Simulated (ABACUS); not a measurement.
# Ge (Fd-3m) in ABACUS: a series of runs, part 2 of 2

ABACUS 3.10.1. The steps go on from the part before.

## 4. Single point, SCAN

Contents of run_abacus.py:

```python
"""ABACUS run from a structure file: ASE reads it, the script writes STRU, KPT and INPUT."""
import re
import subprocess
from ase.io import read
from ase.units import Bohr

atoms = read("Ge.cif")
atoms = atoms[(-atoms.numbers).argsort(kind="stable")]  # ABACUS lists atoms element by element
pseudo = {'Ge': 'Ge_ONCV_PBE-1.2.upf'}
orbital = {'Ge': 'Ge_confined-atom_7au_2s2p2d.orb'}
magmoms = None
kmesh = [6, 6, 6]
params = {
    'suffix': 'Ge',
    'calculation': 'scf',
    'basis_type': 'lcao',
    'pseudo_dir': './',
    'orbital_dir': './',
    'symmetry': 1,
    'dft_functional': 'scan',
    'ecutwfc': 100,
    'pseudo_rcut': 10,
    'nspin': 1,
    'nbands': 24,
    'ks_solver': 'genelpa',
    'smearing_method': 'fd',
    'smearing_sigma': 0.00367493,
    'scf_thr': 1e-07,
    'scf_nmax': 100,
    'mixing_type': 'broyden',
    'mixing_beta': 0.7,
    'cal_force': 1,
    'cal_stress': 1,
    'mixing_tau': 1,
    'out_mul': 1,
    'out_chg': 1,
}

symbols = atoms.get_chemical_symbols()
elements = list(dict.fromkeys(symbols))
lines = ["ATOMIC_SPECIES"] + [f"{e} {atoms.get_masses()[symbols.index(e)]:.4f} {pseudo[e]}" for e in elements]
if orbital:
    lines += ["", "NUMERICAL_ORBITAL"] + [orbital[e] for e in elements]
lines += ["", "LATTICE_CONSTANT", f"{1 / Bohr:.10f}", "", "LATTICE_VECTORS"]
lines += [" ".join(f"{x:.10f}" for x in v) for v in atoms.cell]
lines += ["", "ATOMIC_POSITIONS", "Direct"]
for e in elements:
    lines += ["", e, "0.0", str(symbols.count(e))]
    for i, p in enumerate(atoms.get_scaled_positions(wrap=False)):
        if symbols[i] == e:
            mag = "" if magmoms is None else " mag " + " ".join(str(x) for x in (magmoms[i] if isinstance(magmoms[i], list) else [magmoms[i]]))
            lines.append(" ".join(f"{x:.10f}" for x in p) + " 1 1 1" + mag)
open("STRU", "w").write("\n".join(lines) + "\n")
open("KPT", "w").write("K_POINTS\n0\nGamma\n%d %d %d 0 0 0\n" % tuple(kmesh))
open("INPUT", "w").write("INPUT_PARAMETERS\n" + "".join(f"{k:<20s}{v}\n" for k, v in params.items()))

done = subprocess.run(['mpirun', '-np', '4', 'abacus'])
if done.returncode:
    raise SystemExit(done.returncode)
log = open("OUT.Ge/running_scf.log").read()
print("final energy (eV):", re.findall(r"FINAL_ETOT_IS (\S+)", log))
```

Contents of Ge.cif:

```cif
data_Ge
_cell_length_a 4.00068289
_cell_length_b 4.00068289
_cell_length_c 4.00068289
_cell_angle_alpha 60.00000000
_cell_angle_beta 60.00000000
_cell_angle_gamma 60.00000000
_space_group_name_H-M_alt 'P1'
_space_group_name_Hall 'P 1'
_space_group_IT_number 1
loop_
_space_group_symop_operation_xyz
'x,y,z'
loop_
_atom_site_label
_atom_site_type_symbol
_atom_site_symmetry_multiplicity
_atom_site_Wyckoff_symbol
_atom_site_fract_x
_atom_site_fract_y
_atom_site_fract_z
_atom_site_occupancy
Ge1 Ge 1 a 0.7500000000 0.7500000000 0.7500000000 1
Ge2 Ge 1 a 0.5000000000 0.5000000000 0.5000000000 1
```

Potentials or basis: SG15 ONCV 1.2 PBE, DZP LCAO (the cutoffs set its grid).

On the command line:

```sh
$ OMP_NUM_THREADS=1 python run_abacus.py > log
```

Run time: 20 s. Hardware: 4 MPI ranks of Intel Xeon Platinum 8259CL at 2.50GHz (Skylake/Cascade Lake), shared host; peak memory 0.4 GiB.

The run converged. Its results:

* Free energy: -3830.1101 eV
* Pressure: -1.0 GPa
* Band gap on the k mesh: 0.20 eV, direct

Levels at points of the mesh, in eV from the valence-band top:
```csv
k point,band 11,band 12,band 13,band 14,band 15,band 16,band 17,band 18
"(0.00, 0.00, 0.00)",-13.17,0.00,0.00,0.00,0.20,2.75,2.75,2.75
"(0.50, 0.50, 0.50)",-11.05,-7.85,-1.48,-1.48,0.34,4.09,4.09,8.85
"(0.50, 0.50, 0.00)",-9.17,-9.17,-3.19,-3.19,1.20,1.20,9.95,9.95
```

Caveat: the atomic orbitals were generated for these runs and aren't a published set; the potentials were made for another functional, which shifts forces and pressure; the basis of atomic orbitals isn't converged, which shifts pressures, moduli and gaps.

## 5. Relaxation of cell and atoms, SCAN

Contents of INPUT:

```
INPUT_PARAMETERS
suffix              Ge
calculation         cell-relax
basis_type          lcao
pseudo_dir          ./
orbital_dir         ./
latname             fcc
symmetry            1
dft_functional      scan
ecutwfc             100
pseudo_rcut         10
nspin               1
nbands              18
ks_solver           scalapack_gvx
smearing_method     fd
smearing_sigma      0.00367493
scf_thr             1e-07
scf_nmax            100
mixing_type         broyden
mixing_beta         0.7
cal_force           1
cal_stress          1
mixing_tau          1
out_mul             1
relax_nmax          60
force_thr_ev        0.01
relax_method        cg
out_stru            1
stress_thr          0.5
```

Contents of STRU:

```
ATOMIC_SPECIES
Ge 72.6300 Ge_ONCV_PBE-1.2.upf

NUMERICAL_ORBITAL
Ge_confined-atom_7au_2s2p2d.orb

LATTICE_CONSTANT
10.6917302624

ATOMIC_POSITIONS
Direct

Ge
0.0
2
0.2500000000 0.2500000000 0.2500000000 1 1 1
0.5000000000 0.5000000000 0.5000000000 1 1 1
```

Contents of KPT:

```
K_POINTS
0
Gamma
6 6 6 0 0 0
```

Potentials or basis: SG15 ONCV 1.2 PBE, DZP LCAO (the cutoffs set its grid).

On the command line:

```sh
$ OMP_NUM_THREADS=1 mpirun -np 4 abacus > log
```

running log:

```text
ABACUS v3.10.1

               Atomic-orbital Based Ab-initio Computation at UStc

 ------------------------------------------------------------------------------------

 READING GENERAL INFORMATION
                           global_out_dir = OUT.Ge/
                           global_in_card = INPUT
                               pseudo_dir = ./
                              orbital_dir = ./
                                    DSIZE = 4
                                    GSIZE = 1

 READING UNITCELL INFORMATION
                                    ntype = 1
                  lattice constant (Bohr) = 10.6917
              lattice constant (Angstrom) = 5.65782

 READING ATOM TYPE 1
                               atom label = Ge
                      L=0, number of zeta = 2
                      L=1, number of zeta = 2
                      L=2, number of zeta = 2
             number of atom for this type = 2

                        TOTAL ATOM NUMBER = 2
DIRECT COORDINATES
    atom                   x                   y                   z     mag                  vx                  vy                  vz
taud_Ge1            0.2500000000        0.2500000000        0.2500000000  0.0000        0.0000000000        0.0000000000        0.0000000000
taud_Ge2            0.5000000000        0.5000000000        0.5000000000  0.0000        0.0000000000        0.0000000000        0.0000000000

                          Volume (Bohr^3) = 305.551
                             Volume (A^3) = 45.278

 Lattice vectors: (Cartesian coordinate: in unit of a_0)
                 -0.5                  +0                +0.5
                   +0                +0.5                +0.5
                 -0.5                +0.5                  +0
 Reciprocal vectors: (Cartesian coordinate: in unit of 2 pi/a_0)
                   -1                  -1                  +1
                   +1                  +1                  +1
                   -1                  +1                  -1
 The esolver type has been set to : ksdft_lcao

                PAO radial cut off (Bohr) = 10

 Read in pseudopotential file is Ge_ONCV_PBE-1.2.upf
                     pseudopotential type = NC
          exchange-correlation functional = PBE
                 nonlocal core correction = 0
                        valence electrons = 14
                                     lmax = 2
                           number of zeta = 0
                     number of projectors = 6
                           L of projector = 0
                           L of projector = 0
                           L of projector = 1
                           L of projector = 1
                           L of projector = 2
                           L of projector = 2
 XC functional updated to : scan
          exchange-correlation functional = SCAN
     initial pseudo atomic orbital number = 0

 SETUP THE ELECTRONS NUMBER
            electron number of element Ge = 14
      total electron number of element Ge = 28
            AUTOSET number of electrons:  = 28
                           occupied bands = 14
                                   NLOCAL = 36
                                   NBANDS = 18
                                   NBANDS = 18
                                   NLOCAL = 36

%%%%%%%%%%%%%%%%%%%%%%%%%%%%%%%%%%%%%%%%%%%%%%%%%%%%%%%%%%%%%%%%%%%%%%%%%%%%%%%%%%%%%%%%%%%%%%%%%%%%%%%%%%
 Warning: the number of valence electrons in pseudopotential > 4 for Ge: [Ar] 3d10 4s2 4p2
 Pseudopotentials with additional electrons can yield (more) accurate outcomes, but may be less efficient.
 If you're confident that your chosen pseudopotential is appropriate, you can safely ignore this warning.
[... 162 lines left out ...]
              Atom number in sub-FFT-grid = 2
    Local orbitals number in sub-FFT-grid = 36
                                ParaV.nnr = 23814
                                 init_chg = atomic

 LCAO ALGORITHM --------------- ION=   1  ELEC=   1--------------------------------

 Density error is 0.0471185101452
----------------------------------------------------------
     Energy           Rydberg                 eV
----------------------------------------------------------
 E_KohnSham     -281.2682256768      -3826.8505355540
 E_Harris       -279.5377770650      -3803.3065743383
 E_Fermi        0.7662579192         10.4254738383
----------------------------------------------------------
[... 138 lines left out ...]
 Largest gradient in stress is 10.445171 kbar.
 Threshold is 0.500000 kbar.

 Relaxation is not converged yet!
DIRECT COORDINATES
    atom                   x                   y                   z     mag                  vx                  vy                  vz
taud_Ge1            0.2500000000        0.2500000000        0.2500000000  0.0000        0.0000000000        0.0000000000        0.0000000000
taud_Ge2            0.5000000000        0.5000000000        0.5000000000  0.0000        0.0000000000        0.0000000000        0.0000000000

                          Volume (Bohr^3) = 298.836466
                             Volume (A^3) = 44.282942
[... 10 lines left out ...]
 -------------------------------------------
 STEP OF RELAXATION : 2
 -------------------------------------------

[... set-up of the moved cell ...]

 LCAO ALGORITHM --------------- ION=   2  ELEC=   1--------------------------------

 Density error is 0.001646954591
----------------------------------------------------------
     Energy           Rydberg                 eV
----------------------------------------------------------
 E_KohnSham     -281.5073972358      -3830.1046315558
 E_Harris       -281.3827206634      -3828.4083197640
 E_Fermi        0.8246425173         11.2198370483
----------------------------------------------------------

[... 5 further cycles ...]
 LCAO ALGORITHM --------------- ION=   2  ELEC=   7--------------------------------

 Density error is 0.000000069520
----------------------------------------------------------
     Energy           Rydberg                 eV
----------------------------------------------------------
 E_KohnSham     -281.5078995146      -3830.1114654096
 E_KS(sigma->0) -281.5078888102      -3830.1113197686
 E_Harris       -281.5079005923      -3830.1114800726
 E_band         -16.0513340742       -218.3896039105
 E_one_elec     -127.3540047564      -1732.7401278056
 E_Hartree      78.0978881759        1062.5762809584
 E_xc           -33.2826931020       -452.8342709719
 E_Ewald        -198.9690684233      -2707.1130563086
 E_entropy(-TS) -0.0000214088        -0.0002912819
 E_descf        0.0000000000         0.0000000000
 E_exx          0.0000000000         0.0000000000
[... 32 lines left out ...]
 Largest gradient in stress is 6.449207 kbar.
 Threshold is 0.500000 kbar.

 Relaxation is not converged yet!
DIRECT COORDINATES
    atom                   x                   y                   z     mag                  vx                  vy                  vz
taud_Ge1            0.2500000000        0.2500000000        0.2500000000  0.0000        0.0000000000        0.0000000000        0.0000000000
taud_Ge2            0.5000000000        0.5000000000        0.5000000000  0.0000        0.0000000000        0.0000000000        0.0000000000

                          Volume (Bohr^3) = 301.261149
                             Volume (A^3) = 44.642243
[... 10 lines left out ...]
 -------------------------------------------
 STEP OF RELAXATION : 3
 -------------------------------------------

[... set-up of the moved cell ...]

 LCAO ALGORITHM --------------- ION=   3  ELEC=   1--------------------------------

 Density error is 0.001117042136
----------------------------------------------------------
     Energy           Rydberg                 eV
----------------------------------------------------------
 E_KohnSham     -281.5078859740      -3830.1112811812
 E_Harris       -281.5578760676      -3830.7914312978
 E_Fermi        0.8198911438         11.1551912961
----------------------------------------------------------

[... 5 further cycles ...]
 LCAO ALGORITHM --------------- ION=   3  ELEC=   7--------------------------------

 Density error is 0.000000027352
----------------------------------------------------------
     Energy           Rydberg                 eV
----------------------------------------------------------
 E_KohnSham     -281.5079514646      -3830.1121722261
 E_KS(sigma->0) -281.5079368197      -3830.1119729720
 E_Harris       -281.5079501858      -3830.1121548265
 E_band         -16.2821900539       -221.5305606517
 E_one_elec     -128.2001310016      -1744.2522659680
 E_Hartree      78.3980713100        1066.6604820264
 E_xc           -33.2720295930       -452.6891864888
 E_Ewald        -198.4338328903      -2699.8308032875
 E_entropy(-TS) -0.0000292898        -0.0003985082
 E_descf        0.0000000000         0.0000000000
 E_exx          0.0000000000         0.0000000000
[... 152 lines left out ...]
 Largest gradient in stress is 0.003745 kbar.
 Threshold is 0.500000 kbar.

 Relaxation is converged!

 --------------------------------------------
 !FINAL_ETOT_IS -3830.1121722261464129 eV
 --------------------------------------------
```

It took 50 s on 4 MPI ranks of Intel Xeon Platinum 8259CL at 2.50GHz (Skylake/Cascade Lake), shared host; peak memory 0.4 GiB.

Results:

```yaml
Free_energy: -3830.1122 eV
Relaxed_volume: 22.32 Å³/atom
Relaxed_cell: a = 3.982 Å, b = 3.982 Å, c = 3.982 Å, α = 60.00°, β = 60.00°, γ = 60.00°
Space_group_after_relaxing_to_0.05_Å: Fd-3m (No. 227)
Energy_gained_by_relaxing: 1.1 meV/atom
Ionic_steps: 3
Pressure_after_relaxing: 0.0 GPa
```

Step by step:
```tsv
step	energy change (eV)	largest force (eV/Å)	pressure (GPa)	volume (Å³)
1	0.0000	0.0000	-1.04	45.28
2	-0.0014	0.0000	0.64	44.28
3	-0.0021	0.0000	0.00	44.64
```

Final structure:
```yaml
crystal:
  lattice:
    - [-2.81561, 0.00000, 2.81561]
    - [0.00000, 2.81561, 2.81561]
    - [-2.81561, 2.81561, 0.00000]
  atoms:
    - { symbol: Ge, position: [0.25000, 0.25000, 0.25000] }
    - { symbol: Ge, position: [0.50000, 0.50000, 0.50000] }
```

Caveat: the atomic orbitals were generated for these runs and aren't a published set; the potentials were made for another functional, which shifts forces and pressure; the basis of atomic orbitals isn't converged, which shifts pressures, moduli and gaps.

## 6. The runs side by side

| task | level | potentials or basis | spin | cell | k mesh | cutoff (eV) | orbital files | eigensolver | mixing share | symmetry key | max steps of the relaxation | mesh quality | gap on the mesh (eV) | pressure (GPa) |
| --- | --- | --- | --- | --- | --- | --- | --- | --- | --- | --- | --- | --- | --- | --- |
| single point | PBEsol | PseudoDojo NC SR 0.4.1 PBE standard, DZP LCAO (the cutoffs set its grid) | off | as given | 7 × 7 × 7 | 1361 | Ge Ge_confined-atom_7au_2s2p2d.orb | genelpa | 0.7 | 1 | - | not flagged | 0.10 | 1.6 |
| single point | PBE | PseudoDojo NC FR 0.4 PBE stringent, DZP LCAO (the cutoffs set its grid) | SOC, no magnetisation | as given | 5 × 5 × 5 | 1687 | Ge Ge_confined-atom_7au_3s3p2d.orb | genelpa | 0.4 | 0 | - | coarse | none | 4.5 |
| single point | SCAN | SG15 ONCV 1.2 PBE, DZP LCAO (the cutoffs set its grid) | off | as given | 6 × 6 × 6 | 1361 | Ge Ge_confined-atom_7au_2s2p2d.orb | genelpa | 0.7 | 1 | - | not flagged | 0.20 | -1.0 |
| relaxation of cell and atoms | SCAN | SG15 ONCV 1.2 PBE, DZP LCAO (the cutoffs set its grid) | off | relaxed | 6 × 6 × 6 | 1361 | Ge Ge_confined-atom_7au_2s2p2d.orb | scalapack_gvx | 0.7 | 1 | 60 | not flagged | - | 0.0 |

Alike in all rows: smearing fermi-dirac 0.05 eV.

Caveats: some runs use coarse meshes; the atomic orbitals were generated for these runs and aren't a published set; the basis of atomic orbitals isn't converged, which shifts pressures, moduli and gaps; the potentials were made for another functional, which shifts forces and pressure (some runs); an odd mesh through Γ misses points on the zone boundary, where band edges often lie (some runs).

Absolute energies hang on the potentials; compare differences alone.

## 7. How close it comes

Step 2. The gap isn't set beside the measured one, since this odd mesh misses points on the zone boundary.

Step 4. A measured gap of Ge is 0.807 eV (direct; 300 K; “Electronic and optical properties of SixGe1-x-ySny alloys lattice-matched to Ge”, 2021, arxiv:2109.02782); the calculated 0.20 eV misses it by -0.60 eV. 3 values of this kind are on record (0.666 to 0.807 eV); this one was drawn at random among those near their median. Spin-orbit coupling on Ge is left out. The value is that of SCAN in an atomic basis (SG15 ONCV 1.2 PBE, DZP LCAO (the cutoffs set its grid)), whose error adds to the functional's, on a finite k mesh, which can miss the band edges, without temperature or zero-point motion.
